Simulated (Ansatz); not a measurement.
# AlAs: the cost of one run

Method: DFT PBE, scalar-relativistic, plane waves, PAW, in Ansatz 0.2.0.

1 further run of the same task is left out (set aside as unsound or not needed).

**1. The system as given**

The structure is cubic, space group F-43m (No. 216). Conventional cell: a = 5.728 Å, b = 5.728 Å, c = 5.728 Å, α = 90.00°, β = 90.00°, γ = 90.00°. Al (site symmetry -43m) has 4 As at 2.48 Å as nearest neighbours. Around As (site symmetry -43m) lie 4 Al at 2.48 Å.

Structure file:

```
Al As
1.0
     0.00000    2.86381    2.86381
     2.86381    0.00000    2.86381
     2.86381    2.86381    0.00000
Al As
1 1
Direct
  0.00000 0.00000 0.00000
  0.25000 0.25000 0.25000
```

This cell was relaxed beforehand with the same method: volume 23.49 Å³/atom, gap on the mesh 1.50 eV.

**2. Electronic structure at the relaxed geometry**

input.yaml

```yaml
crystal:
  lattice:
    - [0.0, 2.8638066098, 2.8638066098]
    - [2.8638066098, 0.0, 2.8638066098]
    - [2.8638066098, 2.8638066098, 0.0]
  atoms:
    - { symbol: Al, position: [0.0, 0.0, 0.0] }
    - { symbol: As, position: [0.25, 0.25, 0.25] }
basis:
  ecutwfc: 420
kpoints:
  mp_grid: { grid: [8, 8, 8] }
  band_path:
    path:
      - [[0.0, 0.0, 0.0], [-0.5, -0.5, 0.0], [-0.375, -0.375, 0.25]]
      - [[-0.375, 0.0, 0.375], [0.0, 0.0, 0.0], [0.0, 0.0, 0.5], [-0.5, -0.25, 0.25], [-0.5, -0.5, 0.0]]
    npoints: 14
hamiltonian:
  xc: pbe
scf:
  occupations: { method: gaussian, width: 0.02 }
  n_extra_bands: 6
output:
  forces: true
  stress: true
  eigenvalues: true
  populations: true
  dos: { projected: true, de: 0.02, nscf_kmesh: { grid: [12, 12, 12] } }
  bader: true
  write_density: true
  write_potential: true
  elf: true
  volumetric_format: npy
```

Command:

```console
$ ansatz run input.yaml --threads 1 --pin off --max-ram 2560MiB --backend cpu --events-out ev --progress --plain --runs-dir out
```

**Question.** How long does this run take on 1 thread of an Arm CPU, shared host, and how much memory does it need?

About 23 s, with a peak of 0.31 GiB.
